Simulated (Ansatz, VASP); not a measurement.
# One calculation of PbO2, two programs

Contents of INCAR:

```
PREC = Accurate
ENCUT = 520
EDIFF = 1E-7
ISMEAR = 0
SIGMA = 0.1
LREAL = F
LASPH = T
NELM = 150
ALGO = Normal
ISIF = 2
LWAVE = F
LCHARG = F
ISPIN = 2
MAGMOM = 0 0 0
LORBIT = 11
GGA = PE
NBANDS = 24
```

The input KPOINTS:

```
regular mesh
0
Gamma
  6 6 6
```

Contents of POSCAR:

```
PbO2
1.0
    0.0000000000      2.7019920000      2.7019920000
    2.7019920000      0.0000000000      2.7019920000
    2.7019920000      2.7019920000      0.0000000000
Pb O
1 2
Direct
    0.0000000000      0.0000000000      0.0000000000
    0.2500000000      0.2500000000      0.2500000000
    0.7500000000      0.7500000000      0.7500000000
```

Input for Ansatz:

```yaml
crystal:
  lattice:
    - [0.0, 2.701992, 2.701992]
    - [2.701992, 0.0, 2.701992]
    - [2.701992, 2.701992, 0.0]
  atoms:
    - { symbol: Pb, position: [0.0, 0.0, 0.0] }
    - { symbol: O, position: [0.25, 0.25, 0.25] }
    - { symbol: O, position: [0.75, 0.75, 0.75] }
basis:
  ecutwfc: "45 Ry"
kpoints:
  mp_grid: { grid: [6, 6, 6] }
hamiltonian:
  xc: pbe
scf:
  occupations: { method: gaussian, width: 0.1 }
  convergence: { dr2_threshold: "1e-4 eV" }
output:
  forces: true
  stress: true
  eigenvalues: true
magnetization:
  spin_polarized: true
```

Alike in both runs: task single point; functional PBE; k mesh 6 × 6 × 6; occupations gaussian, width 0.1 eV; collinear spin.

|  | VASP | Ansatz |
| --- | --- | --- |
| version | VASP 6.6.1 | Ansatz 0.2.0 |
| potentials or method | VASP PAW PBE potentials, release 64 (Pb_d, O) | scalar-relativistic, plane waves, PAW |
| plane-wave cutoff (eV) | 520 | 612 |
| valence electrons in the cell | 26 | 26 |

|  | VASP | Ansatz | Ansatz less VASP |
| --- | --- | --- | --- |
| gap on the k mesh at the Fermi level (eV) | none | none | - |
| pressure (GPa) | 0.2 | 0.0 | -0.23 |
| net moment per atom (μB) | 0.00 | 0.00 | 0.000 |

A gap of «none» marks a metal or a gap that the smearing closes. With one functional, cell and mesh, what is left measures potentials, basis and numerics. Ansatz warned: «force_scf_threshold_loose».

Spin-orbit coupling is left out, which matters for the levels of Pb.
